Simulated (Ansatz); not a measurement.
# G0W0 run on SiC (F-43m)

Level of theory: G0W0@r²SCAN, full frequency by contour deformation, JTH PAW set (Ansatz).

The input was:

```yaml
crystal:
  lattice:
    - [0.0, 2.1037, 2.1037]
    - [2.1037, 0.0, 2.1037]
    - [2.1037, 2.1037, 0.0]
  atoms:
    - { symbol: Si, position: [0.0, 0.0, 0.0] }
    - { symbol: C, position: [0.25, 0.25, 0.25] }
basis:
  precision: f64
  xc_grid: 2
  ecutwfc: 700
  ecutrho_ratio: 4
kpoints:
  mp_grid: { grid: [4, 4, 4], shift: [0, 0, 0] }
hamiltonian:
  xc: r2scan
  dispersion: none
  pseudopotentials: { kind: paw, source: jth, xc_functional: pbe }
magnetization:
  spin_polarized: false
scf:
  lower_state_search: "off"
  max_iter: 200
  occupations: { method: fixed }
  convergence: { dr2_threshold: "1e-10 eV" }
output: {}
gw:
  n_empty_bands: 120
  ecut_chi: 200
  ecutfock_ratio: 2
  qp_bands: [v1, c1]
  screening: { model: contour_deformation }
```

Levels count from the highest filled Kohn-Sham level listed; ε_QP = ε_KS + Z(Σ − Vxc). VB is the top filled band, CB the lowest empty one. Points in brackets are given in fractions of the reciprocal vectors. A dash marks a part that wasn't solved.

```json
{"k": "Γ", "band": "VB", "ε_KS (eV)": "0.00", "Σx − Vxc (eV)": "-2.66", "Σc (eV)": "2.01", "Z": "0.81", "ε_QP (eV)": "-0.53"}
{"k": "Γ", "band": "CB", "ε_KS (eV)": "8.10", "Σx − Vxc (eV)": "5.73", "Σc (eV)": "–", "Z": "–", "ε_QP (eV)": "–"}
{"k": "(0, -0.5, -0.5)", "band": "CB", "ε_KS (eV)": "1.60", "Σx − Vxc (eV)": "4.30", "Σc (eV)": "-4.16", "Z": "0.83", "ε_QP (eV)": "1.72"}
```

The gap (from Γ to k = (0, -0.5, -0.5)) opens from 1.60 eV to 2.25 eV.

Electronic (ion-clamped) dielectric constant on this mesh, from the head of the inverse dielectric matrix: 7.6.

The cell is a model at fixed atoms and needn't be the relaxed known crystal. The PAW or pseudopotential files were made with PBE. The mesh is coarse, so these are values at the stated settings, not converged ones. Band sums or response are cut, so the gap isn't at its basis limit. The gap is read on the mesh, and the crystal's band edges can lie off it. With r²SCAN or HSE06 the Kohn-Sham levels are generalised ones. Meshes this coarse can overestimate the dielectric constant by a tenth and more.
